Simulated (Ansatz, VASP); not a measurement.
**Two plane-wave programs on Yb**

The input INCAR:

```
PREC = Accurate ; ENCUT = 520
EDIFF = 1E-6 ; ISMEAR = 0
SIGMA = 0.05 ; LREAL = False
LASPH = True ; NELM = 80
ALGO = Fast ; ISIF = 2
LWAVE = False ; LCHARG = False
GGA = PE ; NBANDS = 18
```

File KPOINTS:

```
Automatic mesh
0
Gamma
  6 6 6
```

Contents of POSCAR:

```
Yb
1.0
   -2.0905337984      2.0905337984      2.0905337984
    2.0905337984     -2.0905337984      2.0905337984
    2.0905337984      2.0905337984     -2.0905337984
Yb
1
Direct
    0.0000000000      0.0000000000      0.0000000000
```

Input for Ansatz:

```yaml
crystal:
  lattice:
    - [-2.0905337984, 2.0905337984, 2.0905337984]
    - [2.0905337984, -2.0905337984, 2.0905337984]
    - [2.0905337984, 2.0905337984, -2.0905337984]
  atoms:
    - { symbol: Yb, position: [0.0, 0.0, 0.0] }
basis:
  ecutwfc: 420
  ecutrho_ratio: 4
kpoints:
  mp_grid: { grid: [6, 6, 6] }
hamiltonian:
  xc: pbe
scf:
  occupations: { method: gaussian, width: 0.05 }
output:
  forces: true
  stress: true
  eigenvalues: true
```

Alike in both runs: task single point; functional PBE; k mesh 6 × 6 × 6; occupations gaussian, width 0.05 eV; no spin polarisation.

|  | VASP | Ansatz |
| --- | --- | --- |
| version | VASP 6.6.1 | Ansatz 0.2.0 |
| potentials or method | VASP PAW PBE potentials, release 64 (Yb) | scalar-relativistic, plane waves, PAW |
| plane-wave cutoff (eV) | 520 | 420 |
| valence electrons in the cell | 24 | 24 |

Ansatz gave:

```
gap on the k mesh at the Fermi level (eV) : none
pressure (GPa)                            : -1.1
```

Q: What did VASP give for the same quantities?

A: gap on the k mesh at the Fermi level (eV): none; pressure (GPa): -2.8.

A gap of «none» marks a metal or a gap that the smearing closes. The functional is the same, so the differences come from potentials, cutoffs and numerics.

Spin-orbit coupling is left out, which matters for the levels of Yb. Spin polarisation is off, so any magnetic state and its effect on volume and gap are missing.
